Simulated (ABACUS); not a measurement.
# Re in ABACUS: the effect of basis

Re:

```
CELL_PARAMETERS angstrom
2.76080 0.00000 0.00000
-1.38040 2.39092 0.00000
0.00000 0.00000 4.45820
ATOMIC_POSITIONS crystal
Re 0.66667 0.33333 0.75000
Re 0.33333 0.66667 0.25000
```

Alike in all runs:

* Program: ABACUS 3.10.1
* Task: single point
* Functional: PBE
* Potentials or basis: PseudoDojo NC SR 0.4.1 PBE standard
* k mesh: 8 × 8 × 4
* Occupations: fermi-dirac, width 0.05 eV
* Spin: no spin polarisation

```csv
basis,cutoff,pressure (GPa)
DZP,1361 eV,?
TZDP,1361 eV,7.1
pw,993 eV,6.5
```

**Question.** What does the run with basis DZP give?

**Answer.** Pressure 7.8 GPa.

Caveats: the atomic orbitals were generated for these runs and aren't a published set (some runs); the basis of atomic orbitals isn't converged, which shifts pressures, moduli and gaps (some runs).
